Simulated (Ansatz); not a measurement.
Molecular dynamics on a 2×2×2 supercell (16 atoms) of LiCl (Fm-3m), relaxed with r2SCAN. Forces come from PBE in Ansatz: a Nosé-Hoover thermostat at fixed volume, 600 K, steps of 1 fs. Classical nuclei, no spin polarisation; a few dozen steps show the first response, not equilibrium.

```yaml
crystal:
  lattice:
    - [0.0, 5.1120504126, 5.1120504126]
    - [5.1120504126, 0.0, 5.1120504126]
    - [5.1120504126, 5.1120504126, 0.0]
  atoms:
    - { symbol: Li, position: [0.0, 0.0, 0.0] }
    - { symbol: Cl, position: [0.25, 0.25, 0.25] }
    - { symbol: Li, position: [0.0, 0.0, 0.5] }
    - { symbol: Cl, position: [0.25, 0.25, 0.75] }
    - { symbol: Li, position: [0.0, 0.5, 0.0] }
    - { symbol: Cl, position: [0.25, 0.75, 0.25] }
    - { symbol: Li, position: [0.0, 0.5, 0.5] }
    - { symbol: Cl, position: [0.25, 0.75, 0.75] }
    - { symbol: Li, position: [0.5, 0.0, 0.0] }
    - { symbol: Cl, position: [0.75, 0.25, 0.25] }
    - { symbol: Li, position: [0.5, 0.0, 0.5] }
    - { symbol: Cl, position: [0.75, 0.25, 0.75] }
    - { symbol: Li, position: [0.5, 0.5, 0.0] }
    - { symbol: Cl, position: [0.75, 0.75, 0.25] }
    - { symbol: Li, position: [0.5, 0.5, 0.5] }
    - { symbol: Cl, position: [0.75, 0.75, 0.75] }
kpoints:
  mp_grid: { grid: [2, 2, 2] }
hamiltonian:
  xc: pbe
scf:
  occupations: { method: fermi_dirac, width: 0.052 }
md:
  ensemble: nvt_nose_hoover
  temperature: 600
  timestep: 1.0
  n_steps: 40
  initial_velocities: maxwell_boltzmann
  seed: 1674
```

Command: `ansatz run input.yaml --threads 4 --pin off --max-ram 3686MiB --backend cpu --events-out ev --progress --plain --runs-dir out`.

**Question.** What wall time did it need on 4 threads of Arm Neoverse V1, on a shared host, load about 1.0 per core, and what peak of host memory did it reach?

**Answer.** About 44 s, with a peak of 0.76 GiB.

```
step  t (fs)  T (K)  free energy F from step 0 (meV/atom)  kinetic energy (meV/atom)  largest force (eV/Å)
   0       0    600                                   0.0                       72.7                  0.00
   1       1    599                                   0.1                       72.6                  0.05
   2       2    597                                   0.4                       72.3                  0.09
   3       3    593                                   0.8                       71.9                  0.14
   4       4    588                                   1.5                       71.2                  0.19
   5       5    581                                   2.3                       70.4                  0.23
   6       6    573                                   3.3                       69.4                  0.28
   7       7    563                                   4.4                       68.3                  0.33
   8       8    553                                   5.8                       67.0                  0.37
   9       9    540                                   7.2                       65.5                  0.42
  10      10    527                                   8.9                       63.9                  0.46
  11      11    513                                  10.6                       62.1                  0.51
  12      12    497                                  12.5                       60.2                  0.55
  13      13    480                                  14.5                       58.2                  0.59
  14      14    463                                  16.7                       56.1                  0.64
  15      15    444                                  18.9                       53.9                  0.68
  16      16    425                                  21.2                       51.5                  0.72
  17      17    406                                  23.6                       49.2                  0.77
  18      18    386                                  26.1                       46.7                  0.81
  19      19    365                                  28.6                       44.3                  0.85
  20      20    345                                  31.1                       41.8                  0.89
  21      21    324                                  33.6                       39.3                  0.93
  22      22    304                                  36.1                       36.9                  0.97
  23      23    284                                  38.5                       34.5                  1.01
  24      24    265                                  40.9                       32.1                  1.04
  25      25    247                                  43.2                       29.9                  1.08
  26      26    229                                  45.3                       27.7                  1.11
  27      27    212                                  47.4                       25.7                  1.15
  28      28    197                                  49.3                       23.9                  1.18
  29      29    183                                  51.0                       22.2                  1.21
  30      30    171                                  52.6                       20.7                  1.23
  31      31    160                                  53.9                       19.3                  1.26
  32      32    150                                  55.1                       18.2                  1.28
  33      33    143                                  56.1                       17.3                  1.30
  34      34    137                                  56.8                       16.5                  1.32
  35      35    132                                  57.4                       16.0                  1.34
  36      36    129                                  57.8                       15.7                  1.35
  37      37    128                                  58.0                       15.6                  1.37
  38      38    129                                  58.0                       15.6                  1.38
  39      39    130                                  57.8                       15.8                  1.38
  40      40    134                                  57.5                       16.2                  1.39
```

The temperature starts at 600 K, is lowest at step 37 (128 K, 37 fs) and ends at 134 K. The thermostat hasn't had time to restore it. The atoms start on their lattice sites with kinetic energy alone, so much of it first passes into potential energy. By the last step the atoms have moved 0.26 Å in the root mean square, the drift of the whole cell taken out, 0.54 Å at most.

Positions (Å) and forces (eV/Å) at step 40:
```
Li   0.067   0.336   0.054    -0.011  -0.390  -0.208
Cl   2.501   2.544   2.456    -0.045   0.060   0.146
Li   3.048   2.557  -0.265    -0.542  -0.006   0.435
Cl   5.131   5.141   2.350    -0.031   0.090   0.734
Li   2.598   0.064   2.599    -0.191  -0.056  -0.055
Cl   4.965   2.617   5.097     0.125   0.280  -0.177
Li   4.720   2.864   2.663     0.449  -0.199  -0.116
Cl   7.722   4.927   5.049    -0.628   0.513   0.421
Li   0.163   2.732   2.500    -0.213  -0.304   0.041
Cl   2.587   5.085   5.162     0.188   0.338  -0.257
Li   2.514   5.364   2.508    -0.037  -0.393  -0.033
Cl   5.217   7.769   5.126     0.562  -0.720   0.301
Li   2.556   2.718   5.139    -0.078  -0.145   0.022
Cl   4.893   4.943   7.925     0.858   0.836  -0.704
Li   5.189   5.099   5.073     0.022   0.090   0.050
Cl   7.799   7.617   7.765    -0.428   0.005  -0.599
```
